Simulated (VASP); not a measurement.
# AgCl (Chlorargyrite) (Fm-3m) in VASP: a series of runs, part 2 of 2

VASP 6.6.1. Earlier steps stand in the parts before.

## Step 4: Band structure, PBE0

Input file POSCAR:

```
AgCl                                    
1.0
    0.0000000000      2.7224909982      2.7224909982
    2.7224909982      0.0000000000      2.7224909982
    2.7224909982      2.7224909982      0.0000000000
  Ag              Cl            
     1     1
Direct
     0.0000000000000000    0.0000000000000000    0.0000000000000000
     0.5000000000000000    0.5000000000000000    0.5000000000000000
```

Input file INCAR.step1:

```
SYSTEM = AgCl
PREC = Accurate ; ENCUT = 520
EDIFF = 1E-5 ; ISMEAR = 0
SIGMA = 0.03 ; LREAL = .FALSE.
LASPH = .TRUE. ; NELM = 80
ALGO = Normal ; ISIF = 2
LWAVE = .TRUE. ; LCHARG = .FALSE.
LMAXMIX = 4 ; KPAR = 4
GGA = PE
```

Input file INCAR.step2:

```
SYSTEM = AgCl
PREC = Accurate ; ENCUT = 520
EDIFF = 1E-6 ; ISMEAR = 0
SIGMA = 0.03 ; LREAL = .FALSE.
LASPH = .TRUE. ; NELM = 80
ALGO = Normal ; ISIF = 2
LWAVE = .FALSE. ; LCHARG = .FALSE.
LMAXMIX = 4 ; GGA = PE
LHFCALC = .TRUE. ; AEXX = 0.25
PRECFOCK = Fast ; HFRCUT = -1
KPAR = 4 ; ISTART = 1
```

Input file KPOINTS:

```
regular mesh
0
G
  6 6 6
  0 0 0
```

Input file KPOINTS_OPT:

```
explicit points
6
Reciprocal
 0.0000000000  0.0000000000  0.0000000000 1
 0.3750000000  0.3750000000  0.7500000000 1
 0.5000000000  0.5000000000  0.5000000000 1
 0.6250000000  0.2500000000  0.6250000000 1
 0.5000000000  0.2500000000  0.7500000000 1
 0.5000000000  0.0000000000  0.5000000000 1
```

Potentials or basis: VASP PAW PBE potentials, release 64 (Ag, Cl).

Started as:

```sh
cat potpaw_PBE.64/Ag/POTCAR potpaw_PBE.64/Cl/POTCAR > POTCAR
cp INCAR.step1 INCAR
mpirun -np 4 vasp_std > vasp.out
cp INCAR.step2 INCAR
mpirun -np 4 vasp_std > vasp.out
```

OUTCAR:

```text
SYSTEM = AgCl
   PREC = Accurate
   ENCUT = 520
   EDIFF = 1E-6
   ISMEAR = 0
   LREAL = .FALSE.
   LASPH = .TRUE.
   NELM = 80
   ISIF = 2
   GGA = PE
   LHFCALC = .TRUE.
   AEXX = 0.25
   PRECFOCK = Fast
   ISTART = 1

 ion  position               nearest neighbor table
   1  0.000  0.000  0.000-   2 2.72   2 2.72   2 2.72   2 2.72   2 2.72   2 2.72
   2  0.500  0.500  0.500-   1 2.72   1 2.72   1 2.72   1 2.72   1 2.72   1 2.72

  LATTYP: Found a face centered cubic cell.
 ALAT       =     5.4449819964

  Lattice vectors:

 A1 = (   0.0000000000,   2.7224909982,   2.7224909982)
 A2 = (   2.7224909982,   0.0000000000,   2.7224909982)
 A3 = (   2.7224909982,   2.7224909982,   0.0000000000)

Analysis of symmetry for initial positions (statically):
=====================================================================
 Subroutine PRICEL returns:
 Original cell was already a primitive cell.

 Routine SETGRP: Setting up the symmetry group for a
 face centered cubic supercell.

 Subroutine GETGRP returns: Found 48 space group operations
 (whereof 48 operations were pure point group operations)
 out of a pool of 48 trial point group operations.

[... 176 lines left out ...]
      5       0.0175      2.00000
      6       0.0175      2.00000
      7       0.6360      2.00000
      8       0.6360      2.00000
      9       0.6360      2.00000
     10       6.2102      0.00000
     11      16.3232      0.00000
     12      16.3232      0.00000
     13      16.3232      0.00000
[... 226 lines left out ...]
  band No.  band energies     occupation
      1     -13.0057      2.00000
      2      -1.6205      2.00000
      3      -1.5196      2.00000
      4      -1.1375      2.00000
      5       0.4608      2.00000
      6       0.5676      2.00000
      7       0.5809      2.00000
      8       0.6557      2.00000
      9       1.5319      2.00000
     10       9.0853      0.00000
     11      13.1080      0.00000
     12      13.7466      0.00000
     13      14.6965      0.00000

------------------------ aborting loop because EDIFF is reached ----------------------------------------

  FORCE on cell =-STRESS in cart. coord.  units (eV):
  Direction    XX          YY          ZZ          XY          YZ          ZX
  --------------------------------------------------------------------------------------
  -------------------------------------------------------------------------------------
  Total        1.0577915      1.0577915      1.0577915     -0.0000000     -0.0000000     -0.0000000
  in kB       41.9934263     41.9934263     41.9934263     -0.0000000     -0.0000000     -0.0000000
  external PRESSURE =      41.9934263 kB  Pullay stress =       0.0000000 kB

 VOLUME and BASIS-vectors are now :
 -----------------------------------------------------------------------------
  energy-cutoff  :      520.00
  volume of cell :       40.36
      direct lattice vectors                 reciprocal lattice vectors
     0.000000000  2.722490998  2.722490998    -0.183655336  0.183655336  0.183655336
     2.722490998  0.000000000  2.722490998     0.183655336 -0.183655336  0.183655336
     2.722490998  2.722490998  0.000000000     0.183655336  0.183655336 -0.183655336

 POSITION                                       TOTAL-FORCE (eV/Angst)
 -----------------------------------------------------------------------------------
      0.00000      0.00000      0.00000         0.000000     -0.000000      0.000000
      2.72249      2.72249      2.72249         0.000000      0.000000      0.000000
 -----------------------------------------------------------------------------------
    total drift:                               -0.000000     -0.000000     -0.000000

  FREE ENERGIE OF THE ION-ELECTRON SYSTEM (eV)
  ---------------------------------------------------
  free  energy   TOTEN  =        -7.1488430668 eV

  energy  without entropy=       -7.1488430668  energy(sigma->0) =       -7.14884307
```

OUTCAR.step1:

```text
SYSTEM = AgCl
   PREC = Accurate
   ENCUT = 520
   EDIFF = 1E-5
   ISMEAR = 0
   LREAL = .FALSE.
   LASPH = .TRUE.
[... 468 lines left out ...]
      0.00000      0.00000      0.00000        -0.000000      0.000000     -0.000000
      2.72249      2.72249      2.72249         0.000000     -0.000000      0.000000
 -----------------------------------------------------------------------------------
    total drift:                               -0.000000      0.000000      0.000000

  FREE ENERGIE OF THE ION-ELECTRON SYSTEM (eV)
  ---------------------------------------------------
  free  energy   TOTEN  =        -5.3500360210 eV

  energy  without entropy=       -5.3500360210  energy(sigma->0) =       -5.35003602
```

OSZICAR.step1:

```text
N       E                     dE             d eps       ncg     rms          rms(c)
DAV:   1     0.105889941084E+03    0.10589E+03   -0.90914E+03   416   0.127E+03
DAV:   2    -0.121005791066E+01   -0.10710E+03   -0.10053E+03   501   0.264E+02
DAV:   3    -0.548786026127E+01   -0.42778E+01   -0.42679E+01   481   0.560E+01
DAV:   4    -0.552465224681E+01   -0.36792E-01   -0.36786E-01   471   0.583E+00
DAV:   5    -0.552519004571E+01   -0.53780E-03   -0.53779E-03   491   0.708E-01    0.750E+00
DAV:   6    -0.535466196966E+01    0.17053E+00   -0.32040E-01   441   0.793E+00    0.487E+00
DAV:   7    -0.535072269514E+01    0.39393E-02   -0.10424E-01   416   0.258E+00    0.213E+00
DAV:   8    -0.534992274054E+01    0.79995E-03   -0.49746E-03   436   0.891E-01    0.320E-01
DAV:   9    -0.534997993441E+01   -0.57194E-04   -0.72143E-04   466   0.358E-01    0.344E-02
DAV:  10    -0.535002577385E+01   -0.45839E-04   -0.53291E-05   418   0.784E-02    0.191E-02
DAV:  11    -0.535003601699E+01   -0.10243E-04   -0.11097E-05   351   0.315E-02    0.412E-03
DAV:  12    -0.535003602103E+01   -0.40352E-08   -0.44755E-07   208   0.939E-03
   1 F= -.53500360E+01 E0= -.53500360E+01  d E =-.695399E-14
```

Run time: 2.1 min. Hardware: 4 MPI ranks of Intel Xeon 6975P-C (Granite Rapids), shared host; peak memory 0.2 GiB.

Results:

| Item | Value |
| --- | --- |
| Free energy | -7.1488 eV |
| Pressure | 4.2 GPa |
| Band gap on the k mesh | 3.07 eV, indirect (least direct gap 5.57 eV) |
| Band gap along the path | 3.07 eV, indirect (least direct gap 5.57 eV) |

Levels at points of the mesh, in eV from the valence-band top:
```
           k point  band 6  band 7  band 8  band 9  band 10  band 11  band 12  band 13
(0.00, 0.00, 0.00)   -3.12   -2.50   -2.50   -2.50     3.07    13.19    13.19    13.19
(0.50, 0.00, 0.00)   -2.69   -2.23    0.00    0.00     6.17     9.56     9.91     9.91
(0.50, 0.50, 0.00)   -2.90   -2.56   -2.56   -2.45     4.63    10.05    11.27    14.48
```

Caveat: the PAW data sets were made with another functional, which shifts forces and pressure a little.

## Step 5: The runs side by side

```csv
level,further INCAR settings,screening parameter,exchange at q = 0,gap on the mesh (eV),pressure (GPa)
PBE,ALGO = Fast; EDIFF = 1e-06,-,-,0.90,4.6
HSE06,ALGO = Normal; EDIFF = 1e-06,0.2 1/A,-,2.40,4.3
PBE0,ALGO = Normal; EDIFF = 1e-06,-,truncated,3.07,4.2
```

Alike in all rows: task band structure; potentials or basis VASP PAW PBE potentials, release 64 (Ag, Cl); no spin polarisation; cell as given; k mesh 6 × 6 × 6; cutoff (eV) 520; smearing gaussian 0.03 eV.

On the cell as given the gap runs from 0.90 eV (PBE) to 3.07 eV (PBE0). The pressure there spans 4.2 GPa (PBE0) to 4.6 GPa (PBE); a positive pressure means that this level wants a larger cell, a negative one a smaller.

Caveats: the PAW data sets were made with another functional, which shifts forces and pressure a little (some runs).

Total energies depend on the potentials used, so only differences within one code and one set of settings carry meaning.

## Step 6: How close it comes

Step 2. Against the measured gap of AgCl, 3.249 eV (indirect; a printed reference work, data compilation), the calculated 0.90 eV is off by -2.35 eV. So large a miss can be the level of theory's own, or it may mean another phase, state or a wrong row. Spin-orbit coupling on Ag is left out. The value is that of PBE, without temperature or zero-point motion. Semilocal functionals fall short of measured gaps as a rule.

Step 3. A measured gap of AgCl is 3.249 eV (indirect; a printed reference work, data compilation); the calculated 2.40 eV misses it by -0.85 eV. Spin-orbit coupling on Ag is left out. The value is that of HSE06, without temperature or zero-point motion.

Step 4. Measured gap of AgCl: 3.249 eV (indirect; a printed reference work, data compilation). This calculation gives 3.07 eV (-0.18 eV). Spin-orbit coupling on Ag is left out. The value is that of PBE0, without temperature or zero-point motion.
